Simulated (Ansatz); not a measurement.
# What a trial cell of CdS3 relaxes into

Theory: DFT PBE, scalar-relativistic, plane waves, PAW in Ansatz. Cutoff 420 eV, Γ-centred k mesh, Gaussian smearing, no spin polarisation in the final step.

This is the end of a relaxation of cell and atoms.

```xyz
4
Lattice="4.2012 0.0000 0.0000 0.0000 4.2012 0.0000 0.0000 0.0000 4.2012" Properties=species:S:1:pos:R:3 pbc="T T T"
Cd    0.0000    0.0000    0.0000
S     0.0000    2.1006    2.1006
S     2.1006    0.0000    2.1006
S     2.1006    2.1006    0.0000
```

Formation energies are uncorrected and refer to the elements' standard structures at the same level.

Problem. What space group does it have?

Solution. Pm-3m (No. 221). Conventional cell: a = 4.201 Å. Around Cd lie 12 S at 2.97 Å; S is coordinated by 4 Cd at 2.97 Å and 8 S at 2.97 Å.

Problem. What is its formation energy per atom?

Solution. 0.71 eV/atom.

Problem. Is it a metal?

Solution. Yes, bands cross the Fermi level on the 12×12×12 mesh.

The final run used a 12×12×12 mesh on its 4-atom cell and 0.10 eV smearing. The k mesh leaves about 4 meV/atom of noise in metals. The cell came from a trial start, so CdS3 may not exist in this structure.

Cost: 3 runs of about 0.19 core-minutes in all, on AMD EPYC 9B45 (Zen 5) (shared hosts).